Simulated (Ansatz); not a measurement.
Starting cell, BeO (wurtzite):

```
CELL_PARAMETERS angstrom
      2.69049     0.00000     0.00000
     -1.34524     2.33003     0.00000
      0.00000     0.00000     4.36988
ATOMIC_POSITIONS crystal
  Be 0.66667 0.33333 0.00145
  Be 0.33333 0.66667 0.50145
  O  0.66667 0.33333 0.62375
  O  0.33333 0.66667 0.12375
```

In this cell atom 3 (O, nearest neighbour Be at 1.643 Å; its periodic images, 2.7 Å or more away, move with it) is moved by s towards the nearest neighbour, unit vector (-0.819, 0.473, -0.325); all other atoms and the cell stay fixed.

Method: r2SCAN (plane waves to 500 eV, PAW, scalar-relativistic; Ansatz, a program for electronic structure). k mesh 11×11×6 (Γ-centred), Fermi-Dirac smearing 0.05 eV. Energies are smeared free energies. Left out: 1 of 11 points, with atoms too close for the PAW data. F∥ is the force on the atom along that direction. BeO was relaxed with its symmetry unable to fall. ΔE is measured from the undisplaced structure.

```
s (Å)   F∥ (eV/Å)  ΔE (meV/cell)
------  ---------  -------------
-0.490      2.097            788
-0.392      2.117            581
-0.294      2.009            377
-0.196      1.690            194
-0.098        [?]             56
0.000       0.000              0
0.098      -1.668             76
0.196      -4.225            356
0.294      -8.170            949
0.392     -14.374            [?]
```

**Question.** Complete the blanks.

**Answer.** 
- -0.098, F∥ (eV/Å): 1.061
- 0.392, ΔE (meV/cell): 2030

(For displaced atoms, the force is minus the slope of the energy, and its curvature is a force constant, which sets phonon frequencies.)
